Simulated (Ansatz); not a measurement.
**TiAl₃: a bulk modulus from differences**

The cell was found from a proposed guess, not taken from experiment.

Level of theory: DFT PBE, scalar-relativistic, plane waves, PAW (Ansatz). Settings of the last relaxation (8-atom cell): 420 eV, 12×12×12 k points, Gaussian smearing of 0.10 eV, no spin polarisation.

```
Ti Al
1.0
    -1.94938    1.94938    8.33104
     1.94938   -1.94938    8.33104
     1.94938    1.94938   -8.33104
Ti Al
2 6
Direct
  0.11904 0.11904 0.00000
  0.88096 0.88096 0.00000
  0.50000 0.00000 0.50000
  0.00000 0.50000 0.50000
  0.75000 0.25000 0.50000
  0.62492 0.62492 0.00000
  0.25000 0.75000 0.50000
  0.37508 0.37508 0.00000
```

The cell was set to several volumes, with shape and atoms relaxed at each where symmetry leaves them free. Pressure is positive in compression, and energies count from the lowest row. No row has a gap on its mesh.

| row | V (Å³/atom) | P (GPa) | ΔE (meV/atom) |
| --- | --- | --- | --- |
| 1 | 13.930 | 17.54 | 93.4 |
| 2 | 14.405 | ? | ? |
| 3 | 14.880 | 7.45 | 21.0 |
| 4 | 15.354 | 3.45 | 5.0 |
| 5 | 15.829 | 0.02 | 0.0 |
| 6 | 16.304 | -2.93 | 4.5 |
| 7 | 16.779 | -5.45 | 17.0 |
| 8 | 17.412 | -8.26 | 44.3 |

Question: Find B = −V·ΔP/ΔV from rows 4 and 6 and from rows 1 and 3, and from the two its slope B′ and its value B0 at zero pressure.

Answer: Rows 4 and 6 give −(15.354 + 16.304)/2 × (-2.93 − (3.45))/(16.304 − 15.354) = 106.3 GPa at a mean pressure of 0.26 GPa. Rows 1 and 3 give −(13.930 + 14.880)/2 × (7.45 − (17.54))/(14.880 − 13.930) = 153.0 GPa at a mean pressure of 12.49 GPa. So B′ = (153.0 − 106.3)/(12.49 − (0.26)) = 3.82 and B0 = 106.3 − 3.82 × (0.26) = 105.3 GPa. A third-order Birch–Murnaghan fit to all the energies gives B0 = 105.7 GPa and B′ = 4.1.

Question: Estimate the pressure and energy of row 2.

Answer: From row 5, V0 = 15.829 × (1 + (0.02)/105.3) = 15.832 Å³/atom. Murnaghan's form P = (B0/B′)·[(V0/V)^B′ − 1] gives (105.3/3.82) × [(15.832/14.405)^3.82 − 1] = 11.98 GPa; the computed pressure is 12.11 GPa, so the estimate is off by -0.13 GPa. The work of compression from row 3, with the mean of the two pressures, gives ΔE = 21.0 + (11.98 + 7.45)/2 × (14.880 − 14.405)/160.2 × 1000 = 49.8 meV/atom (1 eV/Å³ = 160.2 GPa); the computed value is 49.7 meV/atom.

All volumes keep the k mesh of the relaxed cell. A later test with randomly moved atoms came back to the same energy, though modes that don't fit the test's cell weren't probed.
